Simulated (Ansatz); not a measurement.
## Abstraction of H: GeH2(GeH3)Cl + C4H9O → GeH(GeH3)Cl + C4H10O

Species: GeH2(GeH3)Cl, singlet; C4H9O `[CH2]COCC`, doublet; GeH(GeH3)Cl, doublet; C4H10O (diethyl ether) `CCOCC`, singlet. A radical takes H: the energy is the difference in strength between the Ge–H bond broken and the C–H bond made.

Shapes, held fixed at every level: PBE0-D4/def2-TZVP. Flexible molecules stand in one conformer, not always the lowest. Programs: Ansatz 0.2.0. Electronic energies: no zero-point or thermal term.

(1) Estimate ΔE of this reaction.

## Answers

(1) The highest level, CCSD(T)/def2-TZVPP, gives ΔE = -101.9 kJ/mol; the levels span -108.0 to -81.7. The column of differences is taken from that level and isn't an error. No measured value is set beside it here. Open shells run unrestricted. Relativity is left out for Ge. Outer-core shells of Ge are correlated in most correlated rows, in sets that cover them unevenly.

```csv
level,kind,ΔE (kJ/mol),less CCSD(T)/def2-TZVPP
HF/def2-TZVPP,Hartree–Fock,-81.7,+20.2
r2SCAN-D4/def2-TZVPP,meta-GGA,-99.3,+2.6
B3LYP-D4/def2-TZVPP,global hybrid,-108.0,-6.1
PBE0-D4/def2-TZVPP,global hybrid,-107.0,-5.1
wB97X-V/def2-TZVPP,range-separated hybrid,-102.0,-0.1
B2PLYP/def2-TZVPP,double hybrid,-107.9,-6.0
CCSD/def2-TZVPP,coupled cluster or CI,-99.1,+2.8
CCSD(T)/def2-TZVPP,coupled cluster or CI,-101.9,0.0
```

Hydrogen transfer from germanium to carbon is strongly exothermic at every level, so the C–H bond formed is clearly stronger than the Ge–H bond broken. Germanium's diffuse valence orbitals overlap less well with hydrogen 1s than carbon's compact ones do. The attacking radical adds to the driving force: its unpaired electron sits on a primary carbon β to oxygen, without the direct lone-pair stabilisation of an α-alkoxy radical.

Hartree–Fock gives the right sign but too small an energy release, -81.7 against -101.9 kJ/mol with CCSD(T). Correlation therefore favours the products, probably because the electron pair in the compact C–H bond gains more from it than the pair in Ge–H. CCSD already recovers most of this shift, and triples add only a little. The close match of wB97X-V to CCSD(T) in a single reaction doesn't establish general accuracy for germanium hydrides. Nor does the large driving force fix the rate, which depends on a barrier that wasn't computed.
